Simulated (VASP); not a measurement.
Crystal: BN.

```
CELL_PARAMETERS angstrom
4.88009 0.00000 0.00000
0.00000 2.59146 0.00000
0.00000 0.00000 4.29205
ATOMIC_POSITIONS crystal
N 0.32113 0.75000 0.10649
N 0.67887 0.25000 0.89351
N 0.17887 0.25000 0.60649
N 0.82113 0.75000 0.39351
B 0.34041 0.25000 0.90710
B 0.15959 0.75000 0.40710
B 0.84041 0.25000 0.59290
B 0.65959 0.75000 0.09290
```

Measurements of this composition are mostly on another form, of space group No. 194.

```yaml
Program: VASP 6.6.1
Task: single point
Functional: LDA
Potentials_or_basis: VASP PAW LDA potentials, release 64 (N, B)
Cutoff: 900 eV
k_mesh: 6 × 11 × 7
Occupations: gaussian, width 0.05 eV
Spin: no spin polarisation
```

On this cell: pressure -10.9 GPa; largest force 0.104 eV/Å; band gap on the k mesh 5.53 eV, indirect (least direct gap 6.12 eV).

The same run follows on a disturbed copy (grid = ENCUT=900 k=6x11x7 ISMEAR=0 SIGMA=0.05 PREC=Accurate EDIFF=1e-08 LREAL=False ADDGRID=False LASPH=True; atoms moved at random, drawn with an rms of 0.1 Å):

```
N B
1.0
     4.88009    0.00000    0.00000
     0.00000    2.59146    0.00000
     0.00000    0.00000    4.29205
N B
4 4
Direct
  0.31268 0.77890 0.10076
  0.68620 0.22000 0.91049
  0.18855 0.25164 0.59013
  0.81435 0.76096 0.40598
  0.34841 0.24979 0.90575
  0.17248 0.72603 0.40211
  0.84893 0.22558 0.59059
  0.63978 0.76957 0.09115
```

What does the disturbed cell give?

The energy moves by +106.8 meV/atom; pressure -7.2 GPa; largest force 4.543 eV/Å; band gap on the k mesh 5.12 eV, indirect (least direct gap 5.53 eV).

Forces in eV/Å, atoms in the order of the input:
```
N    0.671 -2.351 -0.610
N   -0.402  3.484 -2.450
N    0.521 -1.315  1.827
N   -0.195 -2.424 -1.445
B   -0.853  1.277 -1.244
B   -1.383  2.153  0.015
B   -0.672  2.088  1.299
B    2.313 -2.914  2.607
```

Stress tensor (GPa, compression positive):
```
-13.57   3.82  -2.11
  3.82  -2.55  -5.90
 -2.11  -5.90  -5.46
```

Caveats: an odd mesh through Γ misses points on the zone boundary, where band edges often lie.
